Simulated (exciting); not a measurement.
# TaN (Fm-3m) in exciting: a series of runs

Runs on TaN. Level: PBE. Tasks: single point.

All numbers are computed with exciting (release sodium); they aren't measurements. Logs are shortened: lines on timing, memory, paths and dates and some standing lists are left out, and cuts for length are marked.

### 1 The structure

The structure is cubic, space group Fm-3m (No. 225). The conventional cell has a = 4.423 Å, b = 4.423 Å, c = 4.423 Å, α = 90.00°, β = 90.00°, γ = 90.00°. Ta (site symmetry m-3m) has 6 N at 2.21 Å as nearest neighbours. Around N (site symmetry m-3m) lie 6 Ta at 2.21 Å.

The cell comes from a database or a generator and needn't be the stable form of this composition.

### 2 Single point, PBE

Contents of input.xml:

```xml
<input>
  <title>TaN</title>
  <structure speciespath="./" tshift="false">
    <crystal scale="1">
      <basevect>0.000000000000 4.178794843086 4.178794843086</basevect>
      <basevect>4.178794843086 0.000000000000 4.178794843086</basevect>
      <basevect>4.178794843086 4.178794843086 0.000000000000</basevect>
    </crystal>
    <species speciesfile="Ta.xml" rmt="2.3">
      <atom coord="0.500000000000 0.500000000000 0.500000000000"/>
    </species>
    <species speciesfile="N.xml" rmt="1.45">
      <atom coord="0.000000000000 0.000000000000 0.000000000000"/>
    </species>
  </structure>
  <groundstate do="fromscratch" ngridk="7 7 7" rgkmax="6.5" gmaxvr="14" lmaxapw="10" lmaxmat="10" lmaxvr="8" xctype="GGA_PBE" stype="Gaussian" swidth="0.00036749" nempty="14" ValenceRelativity="iora*" epsengy="1e-05" epspot="1e-05" maxscl="60" tforce="true" outputlevel="low"/>
</input>
```

Potentials or basis: all-electron LAPW+lo, shipped species files, valence relativity iora*.

On the command line:

```sh
$ OMP_NUM_THREADS=1 exciting_smp
```

INFO.OUT:

```text
================================================================================
EXCITING SODIUM started
[... 10 lines left out ...]

 Lattice vectors (cartesian) :
      0.0000000000      4.1787948431      4.1787948431
      4.1787948431      0.0000000000      4.1787948431
      4.1787948431      4.1787948431      0.0000000000

 Reciprocal lattice vectors (cartesian) :
     -0.7517939434      0.7517939434      0.7517939434
      0.7517939434     -0.7517939434      0.7517939434
      0.7517939434      0.7517939434     -0.7517939434

 Unit cell volume                           :     145.9429585208
 Brillouin zone volume                      :       1.6996381049

 Species :    1 (Ta)
     parameters loaded from                 :    Ta.xml
     name                                   :    tantalum

     atomic positions (lattice) :
       1 :   0.50000000  0.50000000  0.50000000

 Species :    2 (N)
     parameters loaded from                 :    N.xml
     name                                   :    nitrogen

     atomic positions (lattice) :
       1 :   0.00000000  0.00000000  0.00000000

 Total number of atoms per unit cell        :       2

 Spin treatment                             :    spin-unpolarised

 Number of Bravais lattice symmetries       :      48
 Number of crystal symmetries               :      48

 k-point grid                               :       7    7    7
 Total number of k-points                   :      20
 k-point set is reduced with crystal symmetries

 R^MT_min * |G+k|_max (rgkmax)              :       6.50000000

 G-vector grid sizes                        :      27    27    27
 Total number of G-vectors                  :    6735

 Total nuclear charge                       :     -80.00000000
 Total electronic charge                    :      80.00000000

 Number of empty states                     :      14
 Total number of valence states             :      31

 Exchange-correlation type                  :      20
     Perdew-Burke-Ernzerhof, Phys. Rev. Lett. 77, 3865 (1996)
     Generalised gradient approximation (GGA)

 Smearing scheme                            :    Gaussian
 Smearing width                             :       0.00036749

++++++++++++++++++++++++++++++++++++++++++++++++++++++++++++++++++++++++++++++++
+ Ending initialization                                                        +
++++++++++++++++++++++++++++++++++++++++++++++++++++++++++++++++++++++++++++++++

********************************************************************************
* Groundstate module started                                                   *
********************************************************************************
 Output level for this task is set to low

++++++++++++++++++++++++++++++++++++++++++++++++++++++++++++++++++++++++++++++++
[... 5 lines left out ...]
+ SCF iteration number :    1                                                  +
++++++++++++++++++++++++++++++++++++++++++++++++++++++++++++++++++++++++++++++++
 Total energy                               :    -15662.04325318
 _______________________________________________________________
 Fermi energy                               :         0.61110988
 DOS at Fermi energy (states/Ha/cell)       :        47.96986736
 Electron charge: Core leakage              :         0.00001663

++++++++++++++++++++++++++++++++++++++++++++++++++++++++++++++++++++++++++++++++
+ SCF iteration number :    2                                                  +
++++++++++++++++++++++++++++++++++++++++++++++++++++++++++++++++++++++++++++++++
 Total energy                               :    -15679.73935726
 _______________________________________________________________
 Fermi energy                               :         0.59885953
 DOS at Fermi energy (states/Ha/cell)       :        76.08074120
 Electron charge: Core leakage              :         0.00001650
[... 239 lines left out ...]
 RMS change in effective potential (target) :  0.995084E-08  ( 0.100000E-04)
 Absolute change in total energy   (target) :  0.274829E-06  ( 0.100000E-04)
 Charge distance                   (target) :  0.103076E-08  ( 0.100000E-04)
 Abs. change in max-nonIBS-force   (target) :   0.00000      ( 0.500000E-04)

++++++++++++++++++++++++++++++++++++++++++++++++++++++++++++++++++++++++++++++++
| Convergency criteria checked for the last 2 iterations                       +
| Convergence targets achieved. Performing final SCF iteration                 +
++++++++++++++++++++++++++++++++++++++++++++++++++++++++++++++++++++++++++++++++
 Total energy                               :    -15680.93962757
 _______________________________________________________________
 Fermi energy                               :         0.60069849
 DOS at Fermi energy (states/Ha/cell)       :        73.90493258
 Electron charge: Core leakage              :         0.00001640

++++++++++++++++++++++++++++++++++++++++++++++++++++++++++++++++++++++++++++++++
+ Self-consistent loop stopped                                                 +
++++++++++++++++++++++++++++++++++++++++++++++++++++++++++++++++++++++++++++++++
 STATE.OUT is written

--------------------------------------------------------------------------------
- Writing atomic positions and forces                                          -
--------------------------------------------------------------------------------

 Atomic positions (lattice) :
 atom     1  Ta  :     0.50000000    0.50000000    0.50000000
 atom     2   N  :     0.00000000    0.00000000    0.00000000

 Total atomic forces including IBS (cartesian) :
 atom     1  Ta  :     0.00000000    0.00000000    0.00000000
 atom     2   N  :    -0.00000000   -0.00000000   -0.00000000

 Atomic force components including IBS (cartesian) :
 atom     1  Ta  :     0.00000000    0.00000000   -0.00000000   HF force
                 :    -0.00000000    0.00000000    0.00000000   core correction
                 :     0.00000000   -0.00000000   -0.00000000   IBS correction
 atom     2   N  :    -0.00000000   -0.00000000    0.00000000   HF force
                 :     0.00000000   -0.00000000   -0.00000000   core correction
                 :    -0.00000000    0.00000000    0.00000000   IBS correction

********************************************************************************
* Groundstate module stopped                                                   *
********************************************************************************

--------------------------------------------------------------------------------
- CAUTION! Warnings have been written in file WARNING.OUT !                    -
--------------------------------------------------------------------------------
================================================================================
| EXCITING SODIUM stopped                                                      =
================================================================================
```

Wall time 55 s (1 thread of AMD EPYC 7R43 (Zen 3), shared host); peak memory 0.13 GiB.

What came out:

```
Free energy            : -426700.1050 eV
Band gap on the k mesh : none (metal or under the smearing width)
```

Levels at points of the mesh, in eV from the Fermi level:
| k point | band 12 | band 13 | band 14 | band 15 | band 16 | band 17 | band 18 | band 19 | band 20 | band 21 |
| --- | --- | --- | --- | --- | --- | --- | --- | --- | --- | --- |
| (0.00, 0.00, 0.00) | -18.69 | -3.74 | -3.74 | -3.74 | -2.08 | -2.08 | -2.08 | 0.04 | 0.04 | 1.37 |

Spin-orbit coupling is left out, which matters for the levels of Ta.

### 3 Single point, PBE

Changes to input.xml since step 2:

```diff
@@ -15,3 +15,3 @@
   </structure>
-  <groundstate do="fromscratch" ngridk="7 7 7" rgkmax="6.5" gmaxvr="14" lmaxapw="10" lmaxmat="10" lmaxvr="8" xctype="GGA_PBE" stype="Gaussian" swidth="0.00036749" nempty="14" ValenceRelativity="iora*" epsengy="1e-05" epspot="1e-05" maxscl="60" tforce="true" outputlevel="low"/>
+  <groundstate do="fromscratch" ngridk="7 7 7" rgkmax="6.5" gmaxvr="14" lmaxapw="10" lmaxmat="10" lmaxvr="8" xctype="GGA_PBE" stype="Gaussian" swidth="0.00099223" nempty="14" ValenceRelativity="iora*" epsengy="1e-05" epspot="1e-05" maxscl="60" tforce="true" outputlevel="normal"/>
 </input>
```

Potentials or basis: all-electron LAPW+lo, shipped species files, valence relativity iora*.

On the command line:

```sh
$ OMP_NUM_THREADS=1 exciting_smp
```

INFO.OUT:

```text
================================================================================
EXCITING SODIUM started
[... 10 lines left out ...]

 Lattice vectors (cartesian) :
      0.0000000000      4.1787948431      4.1787948431
      4.1787948431      0.0000000000      4.1787948431
      4.1787948431      4.1787948431      0.0000000000

 Reciprocal lattice vectors (cartesian) :
     -0.7517939434      0.7517939434      0.7517939434
      0.7517939434     -0.7517939434      0.7517939434
      0.7517939434      0.7517939434     -0.7517939434

 Unit cell volume                           :     145.9429585208
 Brillouin zone volume                      :       1.6996381049

 Species :    1 (Ta)
     parameters loaded from                 :    Ta.xml
     name                                   :    tantalum
     nuclear charge                         :     -73.00000000
     electronic charge                      :      73.00000000
     atomic mass                            :  329847.84330000
     muffin-tin radius                      :       2.30000000
     # of radial points in muffin-tin       :     450

     atomic positions (lattice) :
       1 :   0.50000000  0.50000000  0.50000000

 Species :    2 (N)
     parameters loaded from                 :    N.xml
     name                                   :    nitrogen
     nuclear charge                         :      -7.00000000
     electronic charge                      :       7.00000000
     atomic mass                            :   25532.72506000
     muffin-tin radius                      :       1.45000000
     # of radial points in muffin-tin       :     250

     atomic positions (lattice) :
       1 :   0.00000000  0.00000000  0.00000000

 Total number of atoms per unit cell        :       2

 Spin treatment                             :    spin-unpolarised

 Number of Bravais lattice symmetries       :      48
 Number of crystal symmetries               :      48

 k-point grid                               :       7    7    7
 Total number of k-points                   :      20
 k-point set is reduced with crystal symmetries

 R^MT_min * |G+k|_max (rgkmax)              :       6.50000000
 Species with R^MT_min                      :       2 (N)
 Maximum |G+k| for APW functions            :       4.48275862
 Maximum |G| for potential and density      :      14.00000000

 G-vector grid sizes                        :      27    27    27
 Total number of G-vectors                  :    6735

 Maximum angular momentum used for
     APW functions                          :      10
     computing H and O matrix elements      :      10
     potential and density                  :       8
     inner part of muffin-tin               :       2

 Total nuclear charge                       :     -80.00000000
 Total electronic charge                    :      80.00000000
 Total core charge                          :      48.00000000
 Total valence charge                       :      32.00000000

 Number of empty states                     :      14
 Total number of valence states             :      31

 Maximum Hamiltonian size                   :     262
 Maximum number of plane-waves              :     231
 Total number of local-orbitals             :      31

 Exchange-correlation type                  :      20
     Perdew-Burke-Ernzerhof, Phys. Rev. Lett. 77, 3865 (1996)
     Generalised gradient approximation (GGA)

 Smearing scheme                            :    Gaussian
 Smearing width                             :       0.00099223

 Using multisecant Broyden potential mixing
[... 6 lines left out ...]
* Groundstate module started                                                   *
********************************************************************************
 Output level for this task is set to normal

++++++++++++++++++++++++++++++++++++++++++++++++++++++++++++++++++++++++++++++++
[... 5 lines left out ...]
+ SCF iteration number :    1                                                  +
++++++++++++++++++++++++++++++++++++++++++++++++++++++++++++++++++++++++++++++++
 Total energy                               :    -15662.04325420
 _______________________________________________________________
 Fermi energy                               :         0.61034490
 Kinetic energy                             :     17610.95911694
 Coulomb energy                             :    -32948.50846251
 Exchange energy                            :      -319.82341185
 Correlation energy                         :        -4.67049679

 DOS at Fermi energy (states/Ha/cell)       :        17.76655449

 Electron charges :
     core                                   :        48.00000000
     core leakage                           :         0.00001663
     valence                                :        32.00000000
     interstitial                           :         4.12161224
     charge in muffin-tin spheres :
                  atom     1    Ta          :        69.74764249
                  atom     2     N          :         6.13074527
     total charge in muffin-tins            :        75.87838776
     total charge                           :        80.00000000
[... 478 lines left out ...]
 Electron charges :
     core                                   :        48.00000000
     core leakage                           :         0.00001640
     valence                                :        32.00000000
     interstitial                           :         4.26239168
     charge in muffin-tin spheres :
                  atom     1    Ta          :        70.23652839
                  atom     2     N          :         5.50107994
     total charge in muffin-tins            :        75.73760832
     total charge                           :        80.00000000

 RMS change in effective potential (target) :  0.543176E-08  ( 0.100000E-04)
 Absolute change in total energy   (target) :  0.655282E-06  ( 0.100000E-04)
 Charge distance                   (target) :  0.907944E-09  ( 0.100000E-04)
 Abs. change in max-nonIBS-force   (target) :   0.00000      ( 0.500000E-04)

++++++++++++++++++++++++++++++++++++++++++++++++++++++++++++++++++++++++++++++++
| Convergency criteria checked for the last 2 iterations                       +
| Convergence targets achieved. Performing final SCF iteration                 +
++++++++++++++++++++++++++++++++++++++++++++++++++++++++++++++++++++++++++++++++
 Total energy                               :    -15680.93962714
 _______________________________________________________________
 Fermi energy                               :         0.60023072
 Kinetic energy                             :     17596.40665602
 Coulomb energy                             :    -32952.78480136
 Exchange energy                            :      -319.87420052
 Correlation energy                         :        -4.68728127

 DOS at Fermi energy (states/Ha/cell)       :        32.84782194

 Electron charges :
     core                                   :        48.00000000
     core leakage                           :         0.00001640
     valence                                :        32.00000000
     interstitial                           :         4.26239167
     charge in muffin-tin spheres :
                  atom     1    Ta          :        70.23652840
                  atom     2     N          :         5.50107994
     total charge in muffin-tins            :        75.73760833
     total charge                           :        80.00000000

++++++++++++++++++++++++++++++++++++++++++++++++++++++++++++++++++++++++++++++++
+ Self-consistent loop stopped                                                 +
++++++++++++++++++++++++++++++++++++++++++++++++++++++++++++++++++++++++++++++++
 STATE.OUT is written

--------------------------------------------------------------------------------
- Writing atomic positions and forces                                          -
--------------------------------------------------------------------------------

 Atomic positions (lattice) :
 atom     1  Ta  :     0.50000000    0.50000000    0.50000000
 atom     2   N  :     0.00000000    0.00000000    0.00000000

 Total atomic forces including IBS (cartesian) :
 atom     1  Ta  :    -0.00000000    0.00000000    0.00000000
 atom     2   N  :     0.00000000    0.00000000   -0.00000000

 Atomic force components including IBS (cartesian) :
 atom     1  Ta  :    -0.00000000   -0.00000000   -0.00000000   HF force
                 :     0.00000000    0.00000000   -0.00000000   core correction
                 :    -0.00000000    0.00000000   -0.00000000   IBS correction
 atom     2   N  :     0.00000000    0.00000000    0.00000000   HF force
                 :    -0.00000000   -0.00000000    0.00000000   core correction
                 :     0.00000000   -0.00000000    0.00000000   IBS correction

********************************************************************************
* Groundstate module stopped                                                   *
********************************************************************************

--------------------------------------------------------------------------------
- CAUTION! Warnings have been written in file WARNING.OUT !                    -
--------------------------------------------------------------------------------
================================================================================
| EXCITING SODIUM stopped                                                      =
================================================================================
```

It took 58 s on 1 thread of Arm Neoverse V1, shared host; peak memory 0.12 GiB.

What came out:

```
Free energy                                       : -426700.1053 eV
Band gap on the k mesh                            : none (metal or under the smearing width)
All electrons inside the program's atomic spheres : Ta 70.24; N 5.50 (radii Ta 2.3, N 1.45 bohr)
```

Levels at points of the mesh, in eV from the Fermi level:
```csv
k point,band 13,band 14,band 15,band 16,band 17,band 18,band 19,band 20
"(0.00, 0.00, 0.00)",-3.72,-3.72,-3.72,-2.07,-2.07,-2.07,0.05,0.05
```

The run has no spin-orbit coupling, so splittings on Ta are missing.
